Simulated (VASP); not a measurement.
Crystal: VN.

```
V N
1.0
     0.00000    2.06400    2.06400
     2.06400    0.00000    2.06400
     2.06400    2.06400    0.00000
V N
1 1
Direct
  0.00000 0.00000 0.00000
  0.50000 0.50000 0.50000
```

```yaml
Program: VASP 6.6.1
Task: relaxation of cell and atoms
Functional: PBEsol
Potentials_or_basis: VASP PAW PBE potentials, release 64 (V_sv, N)
Cutoff: 600 eV
k_mesh: 16 × 16 × 16
Occupations: methfessel-paxton, width 0.1 eV
Spin: no spin polarisation
```

At the start: pressure -12.3 GPa; volume 8.79 Å³/atom.

Question: How do energy, volume and symmetry change on relaxing?

Answer: Over 4 steps the energy falls by 13.4 meV/atom and the volume is 8.46 Å³/atom (-3.8 %); space group Fm-3m (No. 225, to 0.05 Å).

Step by step:
```
step  energy change (eV)  largest force (eV/Å)  pressure (GPa)  volume (Å³)
   1              0.0000                0.0000          -12.32        17.59
   2              0.0431                0.0000           23.79        15.92
   3             -0.0267                0.0000           -0.21        16.92
   4             -0.0267                0.0000            0.02        16.91
```

Final structure:
```
V N
1.0
     0.00000    2.03726    2.03726
     2.03726    0.00000    2.03726
     2.03726    2.03726    0.00000
V N
1 1
Cartesian
  4.0745 4.0745 4.0745
  2.0373 2.0373 2.0373
```

Caveat: the PAW data sets were made with another functional, which shifts forces and pressure a little; the run has no spin polarisation, though such a crystal can be magnetic.
